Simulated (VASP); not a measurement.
Crystal: PtS2.

```xyz
3
Lattice="3.1165 -1.9105 0.0000 3.1165 1.9105 0.0000 -0.0031 0.0000 4.3949" Properties=species:S:1:pos:R:3 pbc="T T T"
Pt    0.0000    0.0000    0.0000
S     4.2868    0.0000    1.2697
S     1.9431    0.0000    3.1252
```

The cell was built by a generator and isn't the measured one.

Base run:

```yaml
Program: VASP 6.6.1
Functional: LDA
Potentials_or_basis: VASP PAW LDA potentials, release 64 (Pt, S)
Cutoff: 520 eV
k_mesh: 6 × 6 × 4
Occupations: gaussian, width 0.05 eV
Spin: collinear spin, ferromagnetic start
Starting_moments: "[0.5, 0.0, 0.0] μB"
Hubbard_terms: Pt d U = 5 eV
```

Its results: band gap on the k mesh none (metal or under the smearing width); pressure -14.8 GPa; net moment 0.00 μB per cell; largest force 1.386 eV/Å.

Task: The run is repeated on the same cell with these changes: hubbard terms from Pt d U = 5 eV to Pt d U = 3 eV. What comes out?

Result: Band gap on the k mesh none (metal or under the smearing width); pressure -13.6 GPa; net moment 0.00 μB per cell; largest force 1.465 eV/Å.

Caveats: forces of over 1 eV/Å show positions far from the minimum, so gaps and moduli don't describe the material at rest.
